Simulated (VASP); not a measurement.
Runs of VASP 6.6.1 on InP. Symmetry: F-43m, No. 216, cubic system. Conventional cell: a = 5.879 Å, b = 5.879 Å, c = 5.879 Å, α = 90.00°, β = 90.00°, γ = 90.00°. In (site symmetry -43m) has 4 P at 2.55 Å as nearest neighbours. P (site symmetry -43m) is surrounded by 4 In at 2.55 Å. 

```csv
task,level,spin,cell,k mesh,cutoff (eV),gap on the mesh (eV),pressure (GPa)
relaxation of cell and atoms,PBEsol,off,relaxed,10 × 10 × 10,600,0.57,0.0
band structure,r2SCAN,off,as given,10 × 10 × 10,520,1.12,0.9
band structure,PBEsol,"SOC, no magnetisation",as given,6 × 6 × 6,520,-,(a)
band structure,PBEsol,off,as given,10 × 10 × 10,520,0.57,0.0
```

Alike in all rows: potentials or basis VASP PAW PBE potentials, release 64 (In_d, P); smearing gaussian 0.03 eV.

Task: Fill in the values left out.

Result: (a) -0.1.

Caveats: the PAW data sets were made with another functional, which shifts forces and pressure a little; spin-orbit coupling is left out, which moves the levels of the heavy elements (some runs); the relaxation stopped at its first step, so nothing moved (some runs).

A k mesh can miss the band edges, and rows without SOC leave out spin-orbit coupling on In.
